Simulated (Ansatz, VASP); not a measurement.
## AlP: VASP beside Ansatz

INCAR

```
PREC = Accurate
ENCUT = 600
EDIFF = 1E-6
ISMEAR = 0
SIGMA = 0.02
LREAL = F
LASPH = T
NELM = 100
ALGO = Normal
ISIF = 3
LWAVE = F
LCHARG = F
GGA = PS
IBRION = 2
NSW = 70
EDIFFG = -0.005
```

Contents of KPOINTS:

```
Automatic mesh
0
Gamma
  8 8 8
```

Contents of POSCAR:

```
AlP
1.0
    0.0000000000      2.7534005752      2.7534005752
    2.7534005752      0.0000000000      2.7534005752
    2.7534005752      2.7534005752      0.0000000000
Al P
1 1
Direct
    0.0000000000      0.0000000000      0.0000000000
    0.2500000000      0.2500000000      0.2500000000
```

Input for Ansatz:

```yaml
crystal:
  lattice:
    - [0.0, 2.7534005752, 2.7534005752]
    - [2.7534005752, 0.0, 2.7534005752]
    - [2.7534005752, 2.7534005752, 0.0]
  atoms:
    - { symbol: Al, position: [0.0, 0.0, 0.0] }
    - { symbol: P, position: [0.25, 0.25, 0.25] }
basis:
  ecutwfc: 420
kpoints:
  mp_grid: { grid: [8, 8, 8] }
hamiltonian:
  xc: pbesol
scf:
  occupations: { method: gaussian, width: 0.02 }
output:
  forces: true
  stress: true
  eigenvalues: true
relax:
  adjacent_minimum: "off"
  f_tol: 0.005
  max_steps: 50
  cell: { stress_tol: 0.05 }
```

Alike in both runs: task relaxation of cell and atoms; functional PBEsol; k mesh 8 × 8 × 8; occupations gaussian, width 0.02 eV; no spin polarisation.

|  | VASP | Ansatz |
| --- | --- | --- |
| version | VASP 6.6.1 | Ansatz 0.2.0 |
| potentials or method | VASP PAW PBE potentials, release 64 (Al, P) | scalar-relativistic, plane waves, PAW |
| plane-wave cutoff (eV) | 600 | 420 |
| valence electrons in the cell | 8 | 8 |

Ansatz gave:

- gap on the k mesh at the Fermi level, each at its own relaxed structure (eV): 1.45
- relaxed volume (Å³/atom): 20.46
- relaxed cell length with the largest relative difference (Å): 3.868
- energy change over the relaxation (meV/atom): -2

Task: Which values does VASP return?

Result: gap on the k mesh at the Fermi level, each at its own relaxed structure (eV): 1.45; relaxed volume (Å³/atom): 20.47; relaxed cell length with the largest relative difference (Å): 3.869; energy change over the relaxation (meV/atom): -2.

Caveats: the PAW data sets were made with another functional, which shifts forces and pressure a little (VASP). A k mesh can miss the band edges. A hybrid or GW would open this gap; PBEsol tends to underestimate it.
